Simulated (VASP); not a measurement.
## Cu: relaxation of cell and atoms with PBE

Cu:

```
CELL_PARAMETERS angstrom
0.00000 1.81711 1.81711
1.81711 0.00000 1.81711
1.81711 1.81711 0.00000
ATOMIC_POSITIONS crystal
Cu 0.00000 0.00000 0.00000
```

- Program: VASP 6.6.1
- Task: relaxation of cell and atoms
- Functional: PBE
- Potentials or basis: VASP PAW PBE potentials, release 64 (Cu)
- Cutoff: 520 eV
- k mesh: 20 × 20 × 20
- Occupations: gaussian, width 0.3 eV
- Spin: no spin polarisation
- Further INCAR settings: ALGO = Normal; EDIFF = 1e-07; IBRION = 2; EDIFFG = -0.002; NSW = 80; ISIF = 3

The relaxed volume is 12.01 Å³/atom. The relaxed cell is a = 2.570 Å, b = 2.570 Å, c = 2.570 Å, α = 60.00°, β = 60.00°, γ = 60.00°, the space group after relaxing (to 0.05 Å) is Fm-3m (No. 225) and the energy gained by relaxing is 0.0 meV/atom. The ionic steps are 2 and the pressure after relaxing is 0.0 GPa. The band gap on the k mesh is none (metal or under the smearing width).

Final structure:
```yaml
crystal:
  lattice:
    - [0.00000, 1.81744, 1.81744]
    - [1.81744, 0.00000, 1.81744]
    - [1.81744, 1.81744, 0.00000]
  atoms:
    - { symbol: Cu, position: [0.00000, 0.00000, 0.00000] }
```

Levels at points of the mesh, in eV from the Fermi level:
```tsv
k point	band 4	band 5	band 6	band 7	band 8	band 9
(0.00, 0.00, 0.00)	-2.99	-2.18	-2.18	22.46	24.97	24.97
(0.50, 0.00, 0.00)	-1.63	-1.63	-0.96	3.67	20.96	21.81
(0.50, 0.50, 0.00)	-1.49	-1.49	1.50	6.99	12.95	12.95
```

Run time: 14 s on 1 thread of Intel(R) Xeon(R) 6975P-C (Granite Rapids), on a shared host, peak memory 0.14 GiB.
